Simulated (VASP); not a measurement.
Set up this calculation in VASP 6.6.1, as the native input.

```yaml
Task: optical spectrum
Functional: LDA
Potentials_or_basis: VASP PAW LDA potentials, release 64 (Hf_pv, C)
Cutoff: 520 eV
k_mesh: 6 × 6 × 6
Occupations: gaussian, width 0.1 eV
Spin: collinear spin, zero start
Starting_moments: "[0.0, 0.0, 0.0, 0.0, 0.0, 0.0, 0.0, 0.0] μB"
Hubbard_terms: Hf d U = 5 eV
Further_INCAR_settings: ALGO = Normal; EDIFF = 1e-06; NBANDS = 76
```

The structure of HfC lies in HfC.cif:

```cif
data_HfC
_cell_length_a 4.65000000
_cell_length_b 4.65000000
_cell_length_c 4.65000000
_cell_angle_alpha 90.00000000
_cell_angle_beta 90.00000000
_cell_angle_gamma 90.00000000
_space_group_name_H-M_alt 'Fm-3m'
_space_group_name_Hall '-F 4 2 3'
_space_group_IT_number 225
loop_
_space_group_symop_operation_xyz
'x,y,z'
'-x,-y,-z'
'-y,x,z'
'y,-x,-z'
'-x,-y,z'
'x,y,-z'
'y,-x,z'
'-y,x,-z'
'x,-y,-z'
'-x,y,z'
'-y,-x,-z'
'y,x,z'
'-x,y,-z'
'x,-y,z'
'y,x,-z'
'-y,-x,z'
'z,x,y'
'-z,-x,-y'
'z,-y,x'
'-z,y,-x'
'z,-x,-y'
'-z,x,y'
'z,y,-x'
'-z,-y,x'
'-z,x,-y'
'z,-x,y'
'-z,-y,-x'
'z,y,x'
'-z,-x,y'
'z,x,-y'
'-z,y,x'
'z,-y,-x'
'y,z,x'
'-y,-z,-x'
'x,z,-y'
'-x,-z,y'
'-y,z,-x'
'y,-z,x'
'-x,z,y'
'x,-z,-y'
'-y,-z,x'
'y,z,-x'
'-x,-z,-y'
'x,z,y'
'y,-z,-x'
'-y,z,x'
'x,-z,y'
'-x,z,-y'
'x,y+1/2,z+1/2'
'-x,-y+1/2,-z+1/2'
'-y,x+1/2,z+1/2'
'y,-x+1/2,-z+1/2'
'-x,-y+1/2,z+1/2'
'x,y+1/2,-z+1/2'
'y,-x+1/2,z+1/2'
'-y,x+1/2,-z+1/2'
'x,-y+1/2,-z+1/2'
'-x,y+1/2,z+1/2'
'-y,-x+1/2,-z+1/2'
'y,x+1/2,z+1/2'
'-x,y+1/2,-z+1/2'
'x,-y+1/2,z+1/2'
'y,x+1/2,-z+1/2'
'-y,-x+1/2,z+1/2'
'z,x+1/2,y+1/2'
'-z,-x+1/2,-y+1/2'
'z,-y+1/2,x+1/2'
'-z,y+1/2,-x+1/2'
'z,-x+1/2,-y+1/2'
'-z,x+1/2,y+1/2'
'z,y+1/2,-x+1/2'
'-z,-y+1/2,x+1/2'
'-z,x+1/2,-y+1/2'
'z,-x+1/2,y+1/2'
'-z,-y+1/2,-x+1/2'
'z,y+1/2,x+1/2'
'-z,-x+1/2,y+1/2'
'z,x+1/2,-y+1/2'
'-z,y+1/2,x+1/2'
'z,-y+1/2,-x+1/2'
'y,z+1/2,x+1/2'
'-y,-z+1/2,-x+1/2'
'x,z+1/2,-y+1/2'
'-x,-z+1/2,y+1/2'
'-y,z+1/2,-x+1/2'
'y,-z+1/2,x+1/2'
'-x,z+1/2,y+1/2'
'x,-z+1/2,-y+1/2'
'-y,-z+1/2,x+1/2'
'y,z+1/2,-x+1/2'
'-x,-z+1/2,-y+1/2'
'x,z+1/2,y+1/2'
'y,-z+1/2,-x+1/2'
'-y,z+1/2,x+1/2'
'x,-z+1/2,y+1/2'
'-x,z+1/2,-y+1/2'
'x+1/2,y,z+1/2'
'-x+1/2,-y,-z+1/2'
'-y+1/2,x,z+1/2'
'y+1/2,-x,-z+1/2'
'-x+1/2,-y,z+1/2'
'x+1/2,y,-z+1/2'
'y+1/2,-x,z+1/2'
'-y+1/2,x,-z+1/2'
'x+1/2,-y,-z+1/2'
'-x+1/2,y,z+1/2'
'-y+1/2,-x,-z+1/2'
'y+1/2,x,z+1/2'
'-x+1/2,y,-z+1/2'
'x+1/2,-y,z+1/2'
'y+1/2,x,-z+1/2'
'-y+1/2,-x,z+1/2'
'z+1/2,x,y+1/2'
'-z+1/2,-x,-y+1/2'
'z+1/2,-y,x+1/2'
'-z+1/2,y,-x+1/2'
'z+1/2,-x,-y+1/2'
'-z+1/2,x,y+1/2'
'z+1/2,y,-x+1/2'
'-z+1/2,-y,x+1/2'
'-z+1/2,x,-y+1/2'
'z+1/2,-x,y+1/2'
'-z+1/2,-y,-x+1/2'
'z+1/2,y,x+1/2'
'-z+1/2,-x,y+1/2'
'z+1/2,x,-y+1/2'
'-z+1/2,y,x+1/2'
'z+1/2,-y,-x+1/2'
'y+1/2,z,x+1/2'
'-y+1/2,-z,-x+1/2'
'x+1/2,z,-y+1/2'
'-x+1/2,-z,y+1/2'
'-y+1/2,z,-x+1/2'
'y+1/2,-z,x+1/2'
'-x+1/2,z,y+1/2'
'x+1/2,-z,-y+1/2'
'-y+1/2,-z,x+1/2'
'y+1/2,z,-x+1/2'
'-x+1/2,-z,-y+1/2'
'x+1/2,z,y+1/2'
'y+1/2,-z,-x+1/2'
'-y+1/2,z,x+1/2'
'x+1/2,-z,y+1/2'
'-x+1/2,z,-y+1/2'
'x+1/2,y+1/2,z'
'-x+1/2,-y+1/2,-z'
'-y+1/2,x+1/2,z'
'y+1/2,-x+1/2,-z'
'-x+1/2,-y+1/2,z'
'x+1/2,y+1/2,-z'
'y+1/2,-x+1/2,z'
'-y+1/2,x+1/2,-z'
'x+1/2,-y+1/2,-z'
'-x+1/2,y+1/2,z'
'-y+1/2,-x+1/2,-z'
'y+1/2,x+1/2,z'
'-x+1/2,y+1/2,-z'
'x+1/2,-y+1/2,z'
'y+1/2,x+1/2,-z'
'-y+1/2,-x+1/2,z'
'z+1/2,x+1/2,y'
'-z+1/2,-x+1/2,-y'
'z+1/2,-y+1/2,x'
'-z+1/2,y+1/2,-x'
'z+1/2,-x+1/2,-y'
'-z+1/2,x+1/2,y'
'z+1/2,y+1/2,-x'
'-z+1/2,-y+1/2,x'
'-z+1/2,x+1/2,-y'
'z+1/2,-x+1/2,y'
'-z+1/2,-y+1/2,-x'
'z+1/2,y+1/2,x'
'-z+1/2,-x+1/2,y'
'z+1/2,x+1/2,-y'
'-z+1/2,y+1/2,x'
'z+1/2,-y+1/2,-x'
'y+1/2,z+1/2,x'
'-y+1/2,-z+1/2,-x'
'x+1/2,z+1/2,-y'
'-x+1/2,-z+1/2,y'
'-y+1/2,z+1/2,-x'
'y+1/2,-z+1/2,x'
'-x+1/2,z+1/2,y'
'x+1/2,-z+1/2,-y'
'-y+1/2,-z+1/2,x'
'y+1/2,z+1/2,-x'
'-x+1/2,-z+1/2,-y'
'x+1/2,z+1/2,y'
'y+1/2,-z+1/2,-x'
'-y+1/2,z+1/2,x'
'x+1/2,-z+1/2,y'
'-x+1/2,z+1/2,-y'
loop_
_atom_site_label
_atom_site_type_symbol
_atom_site_symmetry_multiplicity
_atom_site_Wyckoff_symbol
_atom_site_fract_x
_atom_site_fract_y
_atom_site_fract_z
_atom_site_occupancy
Hf1 Hf 4 b 0.5000000000 0.0000000000 0.0000000000 1
C1 C 4 a 0.0000000000 0.0000000000 0.0000000000 1
```

The structure of HfC lies in POSCAR:

```
Hf C 
 1.0000000000000000
     4.6500000000000004    0.0000000000000000    0.0000000000000000
     0.0000000000000000    4.6500000000000004    0.0000000000000000
     0.0000000000000000    0.0000000000000000    4.6500000000000004
 Hf  C  
   4   4
Cartesian
  2.3250000000000002  0.0000000000000000  0.0000000000000000
  0.0000000000000000  2.3250000000000002  0.0000000000000000
  0.0000000000000000  0.0000000000000000  2.3250000000000002
  2.3250000000000002  2.3250000000000002  2.3250000000000002
  0.0000000000000000  0.0000000000000000  0.0000000000000000
  0.0000000000000000  2.3250000000000002  2.3250000000000002
  2.3250000000000002  0.0000000000000000  2.3250000000000002
  2.3250000000000002  2.3250000000000002  0.0000000000000000
```

One way to write it, as run:

INCAR

```
PREC = Accurate ; ENCUT = 520
EDIFF = 1E-6 ; ISMEAR = 0
SIGMA = 0.1 ; LREAL = False
LASPH = True ; NELM = 80
ALGO = Normal ; ISIF = 2
LWAVE = False ; LCHARG = False
ISPIN = 2 ; MAGMOM = 0 0 0 0 0 0 0 0
LORBIT = 11 ; LMAXMIX = 4
LDAU = True ; LDAUTYPE = 2
LDAUL = 2 -1 ; LDAUU = 5 0
LDAUJ = 0 0 ; LDAUPRINT = 1
LOPTICS = True ; NBANDS = 76
NEDOS = 1000 ; CSHIFT = 0.1
```

KPOINTS

```
regular mesh
0
Gamma
  6 6 6
```

Potentials or basis: VASP PAW LDA potentials, release 64 (Hf_pv, C).

Run with:

```bash
$ ase convert -i cif -o vasp HfC.cif POSCAR
$ cat potpaw_LDA.64/Hf_pv/POTCAR potpaw_LDA.64/C/POTCAR > POTCAR
$ mpirun -np 1 vasp_std > vasp.out
```

It gave:

```json
{"Pressure": "6.3 GPa", "Band gap on the k mesh": "none (metal or under the smearing width)", "Net moment": "0.00 μB per cell", "Valence electrons inside the program's atomic spheres": "Hf 8.53; C 2.42"}
```

Caveat: spectra need much finer meshes, so this one isn't converged; independent-particle spectra lack excitons; the intraband (Drude) part of a metal's response may be missing; the U is typed as a test and isn't derived for this compound.

Run time: 3.3 min on 1 thread of Intel(R) Xeon(R) Platinum 8488C (Sapphire Rapids), with other jobs on the host, peak memory 0.53 GiB.
